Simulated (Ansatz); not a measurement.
**SnO$_{2}$: short molecular dynamics at 3000 K**

All numbers below come from DFT PBE+D3(BJ), scalar-relativistic, plane waves, PAW in Ansatz 0.2.0. The runs took a 420 eV cutoff, a shifted (0.0, 0.0, 0.5 steps) 3×3×2 mesh and Fermi–Dirac smearing (0.26 eV). The mesh is coarse. No spin polarisation.

24 atoms, starting at 1.06 times the perfect crystal's volume (space group R-3m, not the usual structure); Langevin thermostat at 3000 K (friction 0.02 fs⁻¹), fixed cell; 96 steps of 2 fs. The run is short and not equilibrated.

First frame:

```xyz
24
Lattice="-6.6021 0.0000 0.0000 -3.3010 5.7176 0.0000 -3.3010 1.9059 -8.7544" Properties=species:S:1:pos:R:3 pbc="T T T"
Sn   -9.7498    5.8517   -1.8099
Sn   -6.6596    3.7667   -6.2323
Sn   -9.9233    3.9420   -6.1861
Sn   -6.4273    5.7164   -1.5150
Sn  -11.6889    6.7081   -5.9267
Sn   -4.9631    2.8571   -1.8441
Sn   -8.3562    6.7865   -6.2490
Sn   -8.2546    2.9153   -1.7784
O    -4.9655    4.8720   -7.2024
O    -4.8480    1.0481   -2.8024
O    -8.3175    4.6833   -7.2211
O    -1.6929    1.0814   -2.8412
O    -6.7937    1.9105   -7.2189
O    -3.3566    4.0543   -2.8574
O   -10.0141    5.6275   -5.1477
O    -3.2506    2.0934   -0.5849
O    -6.5587    3.9033   -2.7277
O    -3.3650    1.9330   -7.1159
O    -6.5271    1.9687   -0.8196
O    -6.8250    5.6168   -5.2750
O    -8.2196    4.8531   -0.7609
O    -5.0149    2.8847   -5.2317
O    -4.7455    4.7488   -0.7573
O    -8.2671    2.9459   -5.1569
```

| Quantity | Value |
| --- | --- |
| Mean temperature over the second half | 2664 K |
| Mean pressure over the second half (kinetic part included) | 0.1 GPa |
| Mean potential energy above the perfect crystal (relaxed, at volume ratio 1; besides heat the difference comes from the volume, 6 % larger; its own run had another smearing, without effect beside its gap) | 347 meV/atom |
| Mean-square drift of O from first to last step (mean shift of all atoms removed) | 0.27 Å² |
| Mean-square drift of Sn from first to last step (mean shift of all atoms removed) | 0.13 Å² |

Pair distribution functions g(r), second half of the run, up to half the cell's height:

```
r (Å) O-O  O-Sn
 1.75  0.0   0.0
 1.85  0.0   1.1
 1.95  0.0   2.2
 2.05  0.0   4.7
 2.15  0.0   4.4
 2.25  0.1   3.9
 2.35  0.2   2.3
 2.45  0.7   1.3
 2.55  1.1   0.7
 2.65  1.5   0.3
```

Along the run (potential energy from its first value; pressure with the kinetic part):

```
t (fs) T (K)  ΔE_pot (meV/atom) P (GPa)
   0.0   2875                0.0     -4.3
   6.0   2691               44.9     -1.1
  12.0   2409              162.2      4.1
  18.0   1792              280.3      8.7
  24.0   1604              322.0     10.2
  30.0   2185              285.7      9.8
  36.0   2605              233.4      7.6
  42.0   3121              193.2      3.9
  48.0   3292              174.1      0.1
  54.0   3188              210.8     -1.0
  60.0   3080              226.4     -1.2
  66.0   3315              235.6     -0.1
  72.0   3449              250.3      3.0
  78.0   2940              242.0      4.3
  84.0   3159              240.0      3.9
  90.0   2681              207.1      1.2
  96.0   2599              220.2      0.6
 102.0   1634              271.9      0.6
 108.0   2056              297.6      0.7
 114.0   2023              299.7     -0.5
 120.0   2456              270.1     -2.3
 126.0   2510              254.9     -2.8
 132.0   2777              265.9     -1.3
 138.0   2507              274.7      0.7
 144.0   2322              275.5      1.7
 150.0   2786              254.8      2.1
 156.0   2752              223.2      1.8
 162.0   3156              191.8      0.9
 168.0   3202              167.6      0.1
 174.0   3229              173.6     -0.8
 180.0   3563              218.8     -0.4
 186.0   3423              295.8      0.5
 192.0   2529              352.5      1.1
```

Cost: 1 run of about 110 core-minutes (earlier runs that led there not counted), on Intel Xeon Processor @ 2.50GHz (Skylake/Cascade Lake) (shared hosts).